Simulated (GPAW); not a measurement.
## Ti in GPAW: the effect of strain uniaxial z

Ti:

```xyz
2
Lattice="2.9500 0.0000 0.0000 -1.4750 2.5548 0.0000 0.0000 0.0000 4.4928" Properties=species:S:1:pos:R:3 pbc="T T T"
Ti    1.4750    0.8516    3.3696
Ti    0.0000    1.7032    1.1232
```

Alike in all runs:

```yaml
Program: GPAW 26.7.0
Task: single point
Functional: PBEsol
Potentials_or_basis: PAW data sets generated in the run's folder for this functional
Cutoff: 600 eV
Basis: pw
k_mesh: 10 × 10 × 6
Occupations: fermi-dirac, width 0.05 eV
Spin: no spin polarisation
Maxiter: 150
```

```csv
strain uniaxial z,pressure (GPa)
-0.04,-1.8
-0.02,-4.1
-0.01,-5.2
0,-6.2
0.01,-7.1
0.02,-8.1
0.04,?
```

Problem. What does the run with strain uniaxial z 0.04 give?

Solution. Pressure -9.7 GPa.

Worked out: A parabola through the other rows of the pressure, of slope -78.2 GPa per unit of strain uniaxial z there, extrapolates to -9.7 GPa, against the run's -9.7.

Caveats: the density grid can change from cell to cell, which puts small steps into energies and stress.
